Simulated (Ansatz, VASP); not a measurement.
One calculation of Al, two programs

```
Al
1.0
     0.00000    2.02481    2.02481
     2.02481    0.00000    2.02481
     2.02481    2.02481    0.00000
Al
1
Direct
  0.00000 0.00000 0.00000
```

Alike in both runs: task single point; functional PBE; k mesh 11 × 11 × 11; occupations gaussian, width 0.027 eV; no spin polarisation.

|  | VASP | Ansatz |
| --- | --- | --- |
| version | VASP 6.6.1 | Ansatz 0.2.0 |
| potentials or method | VASP PAW PBE potentials, release 64 (Al) | Ansatz PAW |
| plane-wave cutoff (eV) | 520 | 420 |
| valence electrons in the cell | 3 | 3 |

```csv
,VASP,Ansatz,Ansatz less VASP
gap on the k mesh at the Fermi level (eV),none,none,-
pressure (GPa),-0.5,-0.5,+0.04
```

A gap of «none» marks a metal or a gap that the smearing closes.
